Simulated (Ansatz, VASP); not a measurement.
# One calculation of ZnS, two programs

Contents of INCAR:

```
ALGO = Normal
EDIFF = 1E-6
ENCUT = 520
GGA = PE
ISIF = 2
ISMEAR = 0
LASPH = T
LCHARG = F
LREAL = F
LWAVE = F
NBANDS = 16
NELM = 60
PREC = Accurate
SIGMA = 0.02
```

File KPOINTS:

```
k-points
0
Gamma
  8 8 8
```

Contents of POSCAR:

```
ZnS
1.0
    0.0000000000      2.6080594839      2.6080594839
    2.6080594839      0.0000000000      2.6080594839
    2.6080594839      2.6080594839      0.0000000000
Zn S
1 1
Direct
    0.2500000000      0.2500000000      0.2500000000
    0.0000000000      0.0000000000      0.0000000000
```

Input for Ansatz:

```yaml
crystal:
  lattice:
    - [0.0, 2.6080594839, 2.6080594839]
    - [2.6080594839, 0.0, 2.6080594839]
    - [2.6080594839, 2.6080594839, 0.0]
  atoms:
    - { symbol: Zn, position: [0.25, 0.25, 0.25] }
    - { symbol: S, position: [0.0, 0.0, 0.0] }
basis:
  ecutwfc: 420
kpoints:
  mp_grid: { grid: [8, 8, 8] }
hamiltonian:
  xc: pbe
scf:
  occupations: { method: gaussian, width: 0.02 }
output:
  forces: true
  stress: true
  eigenvalues: true
```

Alike in both runs: task single point; functional PBE; k mesh 8 × 8 × 8; occupations gaussian, width 0.02 eV; no spin polarisation.

|  | VASP | Ansatz |
| --- | --- | --- |
| version | VASP 6.6.1 | Ansatz 0.2.0 |
| potentials or method | VASP PAW PBE potentials, release 64 (Zn, S) | scalar-relativistic, plane waves, PAW |
| plane-wave cutoff (eV) | 520 | 420 |
| valence electrons in the cell | 18 | 18 |

VASP gave:

| Item | Value |
| --- | --- |
| gap on the k mesh at the Fermi level (eV) | 2.59 |
| least direct gap on the mesh (eV) | 2.59 |
| pressure (GPa) | 12.0 |

Question: What did Ansatz give for the same quantities?

Answer: gap on the k mesh at the Fermi level (eV): 2.58; least direct gap on the mesh (eV): 2.58; pressure (GPa): 11.8.

The functional is the same, so the differences come from potentials, cutoffs and numerics.
